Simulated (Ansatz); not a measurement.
Starting cell, Sb2Te3 (Bi2Te3 type, space group R-3m):

```
CELL_PARAMETERS angstrom
      2.13805     1.23440     9.94161
     -2.13805     1.23440     9.94161
      0.00000    -2.46881     9.94161
ATOMIC_POSITIONS crystal
  Sb 0.39906 0.39906 0.39906
  Sb 0.60094 0.60094 0.60094
  Te 0.00000 0.00000 0.00000
  Te 0.21017 0.21017 0.21017
  Te 0.78983 0.78983 0.78983
```

Scan: atom 5 (Te, nearest neighbour Sb at 3.005 Å; its periodic images, 4.3 Å or more away, move with it) is displaced towards the nearest neighbour, direction (-0.711, 0.411, -0.570) in Cartesian axes, by s. The other atoms stay.

Level of theory: PBE-D3(BJ) (plane waves to 420 eV, PAW, scalar-relativistic; Ansatz, a first-principles code). k mesh 7×7×7 (Γ-centred), Fermi-Dirac smearing 0.05 eV. The energy includes the smearing's −TS. As the smearing reaches across the gap at some points, energies and forces of such displacements shift with the k mesh and the smearing. F∥ is the force on the atom along that direction. F⊥ is the part of the force across the line. Sb2Te3 was relaxed with its symmetry unable to fall. Spin-orbit coupling is left out, though Sb and Te are heavy. ΔE is measured from the undisplaced structure.

```
s (Å)   F∥ (eV/Å)  ΔE (eV/cell)  |F⊥| (eV/Å)
------  ---------  ------------  -----------
-0.600      1.352    (withheld)   (withheld)
-0.480      1.147         0.328        0.491
-0.360      0.968         0.201        0.385
-0.240      0.741         0.098        0.266
-0.120      0.425         0.027        0.135
0.000       0.001         0.000        0.001
0.120      -0.564    (withheld)        0.132
0.240      -1.316         0.143        0.265
0.360      -2.345    (withheld)        0.398
0.480      -3.827         0.724        0.530
0.600      -6.045         1.307        0.657
```

### Question
What belongs in the gaps?

### Answer

- -0.600, ΔE (eV/cell): 0.477
- -0.600, |F⊥| (eV/Å): 0.584
- 0.120, ΔE (eV/cell): 0.032
- 0.360, ΔE (eV/cell): 0.359

(For displaced atoms, the force is minus the slope of the energy, and its curvature is a force constant, which sets phonon frequencies.)
